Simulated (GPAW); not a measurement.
# ZnCu2SnS4 in GPAW: the effect of Hubbard term

ZnCu2SnS4:

```xyz
8
Lattice="-2.7171 2.7171 5.4248 2.7171 -2.7171 5.4248 2.7171 2.7171 -5.4248" Properties=species:S:1:pos:R:3 pbc="T T T"
Sn    0.0000    0.0000    5.4248
Zn    2.7171    0.0000    2.7124
Cu    0.0000    2.7171    2.7124
Cu    0.0000    0.0000    0.0000
S     1.3944    1.3922    4.0338
S    -1.3922    1.3944    6.8158
S     1.3227    1.3249   -1.3910
S     4.1093    1.3227    1.3910
```

Alike in all runs:

| Item | Value |
| --- | --- |
| Program | GPAW 26.7.0 |
| Task | optical spectrum |
| Functional | PBE |
| Potentials or basis | GPAW PAW data sets (gpaw-data 1.2.1) |
| Cutoff | 450 eV |
| Basis | pw |
| k mesh | 5 × 5 × 5 |
| Occupations | fermi-dirac, width 0.001 eV |
| Spin | no spin polarisation |
| Response ecut | 50 eV |
| Eta | 0.1 eV |
| Maxiter | 150 |
| Response k mesh | 4 × 4 × 4 |
| Domega0 | 0.05 eV |
| Omega2 | 10 eV |
| Kernel | RPA |

```csv
Hubbard term,gap on the mesh (eV)
none,0.30
Cu d U = 2.0 eV,?
Cu d U = 4.0 eV,0.65
Cu d U = 6.0 eV,0.81
Cu d U = 8.0 eV,0.96
```

Problem. What does the run with Hubbard term Cu d U = 2.0 eV give?

Solution. gap on the mesh 0.47 eV.

Worked out: A straight line through the other rows of the gap on the mesh, of slope 0.0829 eV per eV, gives 0.47 eV, against the run's 0.47.

Caveats: with so narrow a direct gap the onset needs a denser k mesh; the long-wavelength limit can be off by several per cent where d states take part; spectra need much finer meshes, so this one isn't converged; independent-particle spectra lack excitons; spin-orbit coupling is left out, which moves the levels of the heavy elements; response on these states lacks terms of the Hamiltonian (some runs).

A k mesh can miss the band edges.
